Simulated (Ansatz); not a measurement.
Input, command and steps of an Ansatz relaxation.

```yaml
crystal:
  lattice:
    - [4.2962937497, 0.0, 0.0]
    - [0.0, 4.2962937497, 0.0]
    - [0.0, 0.0, 4.2962937497]
  atoms:
    - { symbol: Co, position: [0.146560755, 0.146560755, 0.146560755] }
    - { symbol: Co, position: [0.353439245, 0.853439245, 0.646560755] }
    - { symbol: Co, position: [0.646560755, 0.353439245, 0.853439245] }
    - { symbol: Co, position: [0.853439245, 0.646560755, 0.353439245] }
    - { symbol: Si, position: [0.8436434748, 0.8436434748, 0.8436434748] }
    - { symbol: Si, position: [0.6563565252, 0.1563565252, 0.3436434748] }
    - { symbol: Si, position: [0.3436434748, 0.6563565252, 0.1563565252] }
    - { symbol: Si, position: [0.1563565252, 0.3436434748, 0.6563565252] }
basis:
  ecutwfc: 420
kpoints:
  mp_grid: { grid: [8, 8, 8] }
hamiltonian:
  xc: pbesol
scf:
  occupations: { method: gaussian, width: 0.1 }
output:
  forces: true
  stress: true
  eigenvalues: true
  write_density: true
  write_potential: true
  elf: true
  volumetric_format: npy
relax:
  adjacent_minimum: "off"
  f_tol: 0.01
  max_steps: 30
```

```bash
ansatz run input.yaml --threads 2 --pin off --max-ram 5120MiB --backend cpu --events-out ev --progress --plain --runs-dir out
```

The calculation used DFT PBEsol, scalar-relativistic, plane waves, PAW in Ansatz 0.2.0.

The volume is held at 0.94 times that of the relaxed cell.

Of 3 frames 3 are shown, positions in Å and forces in eV/Å; the SCF threshold varies from step to step. Spin polarisation was left out; whether the Co atoms would carry moments isn't shown by this run.

```xyz
8
Lattice="4.2963 0.0000 0.0000 0.0000 4.2963 0.0000 0.0000 0.0000 4.2963" Properties=species:S:1:pos:R:3:forces:R:3 pbc="T T T" step=1 free_energy_over_end_meV_per_atom=0.11
Co    0.6297    0.6297    0.6297    0.0360    0.0360    0.0360
Co    1.5185    3.6666    2.7778   -0.0360   -0.0360    0.0360
Co    2.7778    1.5185    3.6666    0.0360   -0.0360   -0.0360
Co    3.6666    2.7778    1.5185   -0.0360    0.0360   -0.0360
Si    3.6245    3.6245    3.6245    0.0242    0.0242    0.0242
Si    2.8199    0.6718    1.4764   -0.0242   -0.0242    0.0242
Si    1.4764    2.8199    0.6718    0.0242   -0.0242   -0.0242
Si    0.6718    1.4764    2.8199   -0.0242    0.0242   -0.0242
8
Lattice="4.2963 0.0000 0.0000 0.0000 4.2963 0.0000 0.0000 0.0000 4.2963" Properties=species:S:1:pos:R:3:forces:R:3 pbc="T T T" step=2 free_energy_over_end_meV_per_atom=0.06
Co    0.6304    0.6304    0.6304    0.0273    0.0273    0.0273
Co    1.5177    3.6659    2.7786   -0.0273   -0.0273    0.0273
Co    2.7786    1.5177    3.6659    0.0273   -0.0273   -0.0273
Co    3.6659    2.7786    1.5177   -0.0273    0.0273   -0.0273
Si    3.6250    3.6250    3.6250    0.0172    0.0172    0.0172
Si    2.8195    0.6713    1.4768   -0.0172   -0.0172    0.0172
Si    1.4768    2.8195    0.6713    0.0172   -0.0172   -0.0172
Si    0.6713    1.4768    2.8195   -0.0172    0.0172   -0.0172
8
Lattice="4.2963 0.0000 0.0000 0.0000 4.2963 0.0000 0.0000 0.0000 4.2963" Properties=species:S:1:pos:R:3:forces:R:3 pbc="T T T" step=3 free_energy_over_end_meV_per_atom=0.00
Co    0.6328    0.6328    0.6328   -0.0010   -0.0010   -0.0010
Co    1.5154    3.6635    2.7809    0.0010    0.0010   -0.0010
Co    2.7809    1.5154    3.6635   -0.0010    0.0010    0.0010
Co    3.6635    2.7809    1.5154    0.0010   -0.0010    0.0010
Si    3.6259    3.6259    3.6259    0.0012    0.0012    0.0012
Si    2.8185    0.6703    1.4778   -0.0012   -0.0012    0.0012
Si    1.4778    2.8185    0.6703    0.0012   -0.0012   -0.0012
Si    0.6703    1.4778    2.8185   -0.0012    0.0012   -0.0012
```

The run took 25 s on 2 threads of AMD EPYC 7R43 64-Core Processor (Zen 3) (shared host), peak memory 0.5 GiB.